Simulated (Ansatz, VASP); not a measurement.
Ru in VASP and in Ansatz

```
CELL_PARAMETERS angstrom
0.00000 2.70214 2.70214
2.70214 0.00000 2.70214
2.70214 2.70214 0.00000
ATOMIC_POSITIONS crystal
Ru 0.12500 0.12500 0.12500
Ru 0.87500 0.87500 0.87500
```

Alike in both runs: task single point; functional revPBE; k mesh 11 × 11 × 11; occupations fermi-dirac, width 0.1 eV; no spin polarisation.

|  | VASP | Ansatz |
| --- | --- | --- |
| version | VASP 6.6.1 | Ansatz 0.2.0 |
| potentials or method | VASP PAW PBE potentials, release 64 (Ru_pv) | plane waves (420 eV) with PAW, scalar-relativistic |
| plane-wave cutoff (eV) | 520 | 420 |
| valence electrons in the cell | 28 | 32 |

Ansatz gave:

* pressure (GPa): 7.0

**Question.** What did VASP give for the same quantities?

**Answer.** Pressure (GPa): 7.3.

The functional is the same, so the differences come from potentials, cutoffs and numerics. The two sets of potentials don't hold the same shells in valence.

Caveats: the PAW data sets were made with another functional, which shifts forces and pressure a little (VASP).
